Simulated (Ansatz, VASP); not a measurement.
This is a calculation of Sb for Ansatz 0.2.0.

The input input.yaml:

```yaml
crystal:
  lattice:
    - [-1.5443568632, 1.5443568632, 2.656577215]
    - [1.5443568632, -1.5443568632, 2.656577215]
    - [1.5443568632, 1.5443568632, -2.656577215]
  atoms:
    - { symbol: Sb, position: [0.0, 0.0, 0.0] }
kpoints:
  mp_grid: { grid: [12, 12, 12] }
scf:
  occupations: { method: fermi_dirac, width: 0.05 }
hamiltonian:
  xc: pbesol
  pseudopotentials: { kind: all_electron, lapw: { basis_error: 0.001 } }
output:
  forces: true
  stress: true
  eigenvalues: true
```

Potentials or basis: all-electron LAPW, scalar-relativistic.

The run is started by

```console
$ ansatz run input.yaml --threads 1 --pin off --max-ram 3072MiB --backend cpu --events-out ev --progress --plain --runs-dir out
```

**Question.** Set up the same calculation for VASP 6.6.1. Potentials there: VASP PAW PBE potentials, release 64 (Sb).

**Answer.** As run (the cutoff follows the program's own potentials):

INCAR

```
  PREC = Accurate
  ENCUT = 520
  EDIFF = 1E-7
  ISMEAR = -1
  SIGMA = 0.05
  LREAL = F
  LASPH = T
  NELM = 100
  ALGO = Normal
  ISIF = 2
  LWAVE = F
  LCHARG = F
  GGA = PS
  NBANDS = 8
```

Contents of KPOINTS:

```
Automatic mesh
0
Gamma
  12 12 12
```

File POSCAR:

```
Sb
1.0
   -1.5443568632      1.5443568632      2.6565772150
    1.5443568632     -1.5443568632      2.6565772150
    1.5443568632      1.5443568632     -2.6565772150
Sb
1
Direct
    0.0000000000      0.0000000000      0.0000000000
```

Potentials or basis: VASP PAW PBE potentials, release 64 (Sb).

The run is started by

```console
$ cat potpaw_PBE.64/Sb/POTCAR > POTCAR
$ mpirun -np 1 vasp_std > vasp.out
```

Both were run:

|  | VASP | Ansatz | Ansatz less VASP |
| --- | --- | --- | --- |
| gap on the k mesh at the Fermi level (eV) | none | none | - |
| pressure (GPa) | 3.2 | 3.2 | -0.04 |
| largest component of the traceless stress (GPa) | 1.14 | 1.07 | -0.072 |

A gap of «none» marks a metal or a gap that the smearing closes. Ansatz ran all-electron here, so the differences hold the error of VASP's frozen core and of both bases.

Caveats: the PAW data sets were made with another functional, which shifts forces and pressure a little (VASP). The runs have no spin-orbit coupling, so splittings on Sb are missing.
